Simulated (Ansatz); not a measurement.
A (001) slab of Ti (P6_3/mmc (No. 194)), 7 planes, outer planes Ti (top) and Ti (bottom), with 7 atoms (Ti7) in a surface cell of A = 7.478 Å², as cut from the bulk:

```yaml
crystal:
  lattice:
    - [2.93846, 0.00000, 0.00000]
    - [-1.46923, 2.54478, 0.00000]
    - [0.00000, 0.00000, 28.95190]
  atoms:
    - { symbol: Ti, position: [0.66667, 0.33333, 0.25905] }
    - { symbol: Ti, position: [0.33333, 0.66667, 0.33937] }
    - { symbol: Ti, position: [0.66667, 0.33333, 0.41968] }
    - { symbol: Ti, position: [0.33333, 0.66667, 0.50000] }
    - { symbol: Ti, position: [0.66667, 0.33333, 0.58032] }
    - { symbol: Ti, position: [0.33333, 0.66667, 0.66063] }
    - { symbol: Ti, position: [0.66667, 0.33333, 0.74095] }
```

Computed with DFT PBE, scalar-relativistic, plane waves, PAW (Ansatz 0.2.0). Cutoff 420 eV; k points 12×12×1 on the computed 7-atom cell (Γ-centred); Gaussian smearing, width 0.10 eV; no spin polarisation.

Against the same 7 atoms in the bulk, the slab as cut lies 1.955 eV higher and the relaxed slab 1.841 eV higher.

(1) Work out the surface energy before and after relaxation.

(2) What is the ideal work of this cut, per area?

Answers

(1) The slab has two faces, so γ = (E_slab − N·E_bulk)/(2A), the mean of both. As cut: 1.955/(2 × 7.478) = 0.1307 eV/Å², and 1 eV/Å² = 16.02 J/m², so γ = 2.09 J/m². Relaxed: 1.841/(2 × 7.478) = 0.1231 eV/Å² = 1.97 J/m². Relaxation recovers 6 % of the cost of cutting.

(2) Griffith's ideal work is 2γ: 4.19 J/m² if the new faces stay rigid, 3.94 J/m² if they relax. One thickness was run, 7 planes, so γ can still shift with it.